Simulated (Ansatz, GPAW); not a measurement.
SrO: GLLB-SC, run from Python

These are simulated results from GPAW 26.7.0, not measurements. The cell was built from a prototype and was relaxed with r2SCAN in plane waves (Ansatz 0.2.0). Not every such cell is a known phase. All runs are without spin polarisation.

The symmetry is P6_3/mmc (No. 194, hexagonal); a = 4.270 Å, c = 5.144 Å in the conventional setting, 20.31 Å³ an atom. Sr is surrounded by 5 O at 2.47–2.57 Å; O is surrounded by 5 Sr at 2.47–2.57 Å.

GLLB-SC is a model potential. Its fundamental gap is the Kohn-Sham gap plus a derivative discontinuity, which the script evaluates at the band edges among the listed k points. Its total energy isn't variational and serves nothing here.

Input script:

```python
import json
from ase import Atoms
from gpaw import GPAW, PW, FermiDirac

atoms = Atoms(['Sr', 'Sr', 'O', 'O'],
              cell=[[4.27003094, 0.0, 0.0], [-2.13501547, 3.69795527, 0.0], [0.0, 0.0, 5.14444683]],
              scaled_positions=[[0.333333333, 0.666666667, -0.0625], [0.666666667, 0.333333333, 0.4375], [0.333333333, 0.666666667, 0.4375], [0.666666667, 0.333333333, 0.9375]],
              pbc=True)
calc = GPAW(mode=PW(400), xc='GLLBSC', kpts={'size': (6, 6, 4), 'gamma': True},
            occupations=FermiDirac(0.02), maxiter=100, legacy_gpaw=True, txt='gpaw.txt')
atoms.calc = calc
res = {'energy': atoms.get_potential_energy(force_consistent=True)}
res['electrons'] = calc.get_number_of_electrons()
res['k'] = calc.get_ibz_k_points().tolist()
res['levels'] = [calc.get_eigenvalues(kpt=i).tolist() for i in range(len(res['k']))]
points = [[0.0, 0.0, 0.0], [0.5, 0.0, 0.0], [0.333333, 0.333333, 0.0], [0.0, 0.0, 0.5], [0.5, 0.0, 0.5], [0.333333, 0.333333, 0.5]]
bands = calc.fixed_density(kpts=points, symmetry='off', nbands=round(res['electrons']) // 2 + 6, convergence={'bands': -2}, txt='bands.txt')
res['points'] = [bands.get_eigenvalues(kpt=i).tolist() for i in range(len(points))]
homo, lumo = bands.get_homo_lumo()
potential = calc.hamiltonian.xc.response.calculate_discontinuity_potential(homo, lumo)
res['discontinuity'] = bands.hamiltonian.xc.response.calculate_discontinuity(potential)
json.dump(res, open('results.json', 'w'))
print('free energy (eV):', round(res['energy'], 5))
```

Command: `python run.py`. It took 32 s on 1 thread of Arm Neoverse V1, on a shared host, peak memory 0.17 GiB.

The log gpaw.txt, trimmed of paths, versions and times, then the last line on the terminal. An iter line gives the energy in eV and the logarithms of the changes of orbitals (plane waves alone) and density (c: converged):

```
___ ___ ___ _ _ _
 |   |   |_  | | | |

 | | | | | . | | | |

 |__ |  _|___|_____|  26.7.0
 |___|_|

Input parameters:
  kpts: {gamma: True,
         size: (6, 6, 4)}
  maxiter: 100
  mode: {ecut: 400.0,
         name: pw}
  occupations: {fixmagmom: False,
                name: fermi-dirac,
                width: 0.02}
  xc: GLLBSC

System changes: positions, numbers, cell, pbc, initial_charges, initial_magmoms

Initialize ...

species:
  Sr:
    name:    Strontium
    Z:       38.0
    valence: 10
    core:    28
    charge:  0.0  # [|e|]
    compensation charges:
      type: gauss
      rc: 0.40  # [Å]
      lmax: 2
    cutoffs:
      filter: 2.39  # [Å]
      core: 1.82  # [Å]
    projectors
    | kind |    occ | energy [eV] | rcut [Å] |

    |------|--------|-------------|----------|

    |   4s |  2.000 |     -40.757 |    1.291 |

    |   5s |  2.000 |      -5.012 |    1.291 |

    |   4p |  6.000 |     -22.709 |    1.291 |

    |    p |        |       4.502 |    1.291 |

    |    d |        |       0.000 |    1.254 |

    Using partial waves for Sr as LCAO basis

  O:
    name:    Oxygen
    Z:       8.0
    valence: 6
    core:    2
    charge:  0.0  # [|e|]
    compensation charges:
      type: gauss
      rc: 0.21  # [Å]
      lmax: 2
    cutoffs:
      filter: 1.17  # [Å]
      core: 0.83  # [Å]
    projectors
    | kind |    occ | energy [eV] | rcut [Å] |

    |------|--------|-------------|----------|

    |   2s |  2.000 |     -28.986 |    0.688 |

    |   2p |  4.000 |     -13.358 |    0.598 |

    |    s |        |      -1.774 |    0.688 |

    |    p |        |      13.853 |    0.598 |

    |    d |        |       0.000 |    0.619 |

    Using partial waves for O as LCAO basis

Reference energy: -176955.070806  # eV

Spin-paired calculation

Convergence criteria:
 Maximum [total energy] change in last 3 cyles: 0.0005 eV / valence electron
 Maximum integral of absolute [dens]ity change: 0.0001 electrons / valence electron
 Maximum integral of absolute [eigenst]ate change: 4e-08 eV^2 / valence electron
 Maximum number of scf [iter]ations: 100
 (Square brackets indicate name in SCF output, whereas a 'c' in
 the SCF output indicates the quantity has converged.)

Symmetries present (total): 6

  ( 1  1  0)  ( 1  0  0)  ( 0  1  0)  ( 0 -1  0)  (-1  0  0)  (-1 -1  0)
  ( 0 -1  0)  ( 0  1  0)  (-1 -1  0)  (-1  0  0)  ( 1  1  0)  ( 1  0  0)
  ( 0  0  1)  ( 0  0  1)  ( 0  0  1)  ( 0  0  1)  ( 0  0  1)  ( 0  0  1)

144 k-points: 6 x 6 x 4 Monkhorst-Pack grid + [1/12,1/12,1/8]
24 k-points in the irreducible part of the Brillouin zone
       k-points in crystal coordinates                weights
   0:     0.00000000    0.00000000    0.00000000          1/144
   1:     0.00000000    0.00000000    0.25000000          2/144
   2:     0.00000000    0.00000000    0.50000000          1/144
   3:     0.16666667    0.00000000   -0.25000000          6/144
   4:     0.16666667    0.00000000    0.00000000          6/144
   5:     0.16666667    0.00000000    0.25000000          6/144
   6:     0.16666667    0.00000000    0.50000000          6/144
   7:     0.33333333   -0.16666667    0.00000000          6/144
   8:     0.33333333   -0.16666667    0.25000000         12/144
   9:     0.33333333   -0.16666667    0.50000000          6/144
          ...
  23:     0.50000000    0.50000000    0.50000000          3/144

Wave functions: Plane wave expansion
  Cutoff energy: 400.000 eV
  Number of coefficients (min, max): 1456, 1486
  Pulay-stress correction: 0.000000 eV/Ang^3 (de/decut=0.000000)
  Using FFTW library
  ScaLapack parameters: grid=1x1, blocksize=None
  Wavefunction extrapolation:
    Improved wavefunction reuse through dual PAW basis

Occupation numbers: Fermi-Dirac:
  width: 0.0200  # eV

Eigensolver
   Davidson(niter=2)

Densities:
  Coarse grid: 20*20*24 grid
  Fine grid: 40*40*48 grid
  Total Charge: 0.000000

Density mixing:
  Method: separate
  Backend: msr1
  Linear mixing parameter: 0.05
  old densities: 10
  Width of damping distribution: 1.1
  Damping of long wavelength oscillations: 20

Hamiltonian:
  XC and Coulomb potentials evaluated on a 40*40*48 grid
  Using the GLLBSC Exchange-Correlation functional
  External potential:
    NoExternalPotential

XC parameters: GLLBSC functional being used consists of
  -----------------------------------------------------------------------
  | Weight | Module     | Description                                   |

  -----------------------------------------------------------------------
  |  1.000 | SCREENING  | GGA_X_PBE_SOL with 2 nearest neighbor stencil |

  |  1.000 | RESPONSE   | eps=0.0500 eV                                 |

  |  1.000 | XC         | GGA_C_PBE_SOL with 2 nearest neighbor stencil |

  -----------------------------------------------------------------------

Memory estimate:
  Process memory now: 111.03 MiB
  Calculator: 23.37 MiB
    Density: 5.32 MiB
      Arrays: 1.90 MiB
      Localized functions: 1.96 MiB
      Mixer: 1.46 MiB
    Hamiltonian: 1.29 MiB
      Arrays: 1.25 MiB
      XC: 0.00 MiB
      Poisson: 0.00 MiB
      vbar: 0.05 MiB
    Wavefunctions: 16.75 MiB
      Arrays psit_nG: 9.80 MiB
      Eigensolver: 0.57 MiB
      Projections: 0.34 MiB
      Projectors: 5.13 MiB
      PW-descriptor: 0.91 MiB

Total number of cores used: 1

Number of atoms: 4
Number of atomic orbitals: 18
Number of bands in calculation: 18
Number of valence electrons: 32
Bands to converge: occupied

... initialized

Initializing position-dependent things.

Density initialized from atomic densities
Creating initial wave functions:
  18 bands from LCAO basis set
Positions:
   0 Sr    -0.000000    2.465304   -0.321528    ( 0.0000,  0.0000,  0.0000)
   1 Sr     2.135015    1.232652    2.250695    ( 0.0000,  0.0000,  0.0000)
   2 O     -0.000000    2.465304    2.250695    ( 0.0000,  0.0000,  0.0000)
   3 O      2.135015    1.232652    4.822919    ( 0.0000,  0.0000,  0.0000)

Unit cell:
           periodic     x           y           z      points  spacing
  1. axis:    yes    4.270031    0.000000    0.000000    20     0.1849
  2. axis:    yes   -2.135015    3.697955    0.000000    20     0.1849
  3. axis:    yes    0.000000    0.000000    5.144447    24     0.2144

  Lengths:   4.270031   4.270031   5.144447
  Angles:   90.000000  90.000000 120.000000

Effective grid spacing dv^(1/3) = 0.2038

iter:   1   -32.666049
iter:   2   -32.237438   -0.86  -0.88
iter:   3   -21.909797   +0.03  -0.90
iter:   4   -22.275580   -1.60  -1.13
iter:   5   -25.526642   -0.48  -1.26
iter:   6   -20.663938   -0.86  -1.18
iter:   7   -20.753928   -1.88  -1.88
iter:   8   -21.141934   -2.09  -1.83
iter:   9   -20.954439   -3.20  -2.30
iter:  10   -20.969685   -4.76  -3.42
iter:  11   -20.972818   -5.49  -3.61
iter:  12   -20.972278c  -6.31  -3.88
iter:  13   -20.972386c  -6.87  -4.53c
iter:  14   -20.971742c  -6.95  -4.74c
iter:  15   -20.971886c  -7.60c -4.82c

Converged after 15 iterations.

Energy contributions relative to reference atoms: (reference = -176955.070806)

Kinetic:        +12.720422
Potential:       +0.192499
External:        +0.000000
XC:             -32.691205
Entropy (-ST):   -0.000000
Local:           -1.193602
SIC:             +0.000000
--------------------------
Free energy:    -20.971886
Extrapolated:   -20.971886

GLLBSC response reference energy: 1.34119 eV (from HOMO)

Showing only first 2 kpts
 Kpt  Band  Eigenvalues  Occupancy
  0    14      1.21677    2.00000
  0    15      1.32517    2.00000
  0    16      5.35141    0.00000
  0    17      9.90104    0.00000

  1    14      0.74851    2.00000
  1    15      0.77366    2.00000
  1    16      5.89256    0.00000
  1    17      8.61525    0.00000

Fermi level: 2.77840

Gap: 4.010 eV
Transition (v -> c):
  (s=0, k=14, n=15, [0.33, 0.33, 0.00]) -> (s=0, k=0, n=16, [0.00, 0.00, 0.00])
Direct/indirect transitions are different
Direct gap: 4.026 eV
Transition at: (s=0, k=0, n=15, [0.00, 0.00, 0.00])

free energy (eV): -20.97189
```

The gap in the log is over the mesh alone; results.json adds the listed points. GLLB-SC gives a gap of 6.04 eV (4.010 eV Kohn-Sham over the listed points plus 2.027 eV discontinuity). On the same cell, plane-wave PBE (Ansatz, 12×12×6 k points and the special points) gives a gap of 2.66 eV and r2SCAN a gap of 3.03 eV; on shared hosts these took about 9 and 23 core-seconds on the 4-atom cell, against 32 for the script. Semilocal gaps usually lie below measured ones.
